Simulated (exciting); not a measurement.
The system is NaCl.

```xyz
2
Lattice="0.0000 2.7941 2.7941 2.7941 0.0000 2.7941 2.7941 2.7941 0.0000" Properties=species:S:1:pos:R:3 pbc="T T T"
Cl    2.7941    2.7941    2.7941
Na    0.0000    0.0000    0.0000
```

The cell is a database's computed one.

Program: exciting (release sodium). Alike in all runs: task band structure; potentials or basis all-electron LAPW+lo, shipped species files, valence relativity iora*; no spin polarisation; cell as given; k mesh 8 × 8 × 8; smearing fermi-dirac 0.05 eV; rgkmax 7.5.

**Question.** Order these runs on this cell by their band gap on the k mesh, lowest first.
A. level revPBE
B. level PBEsol
C. level BLYP

**Answer.** B (5.05 eV), C (5.24 eV), A (5.52 eV).

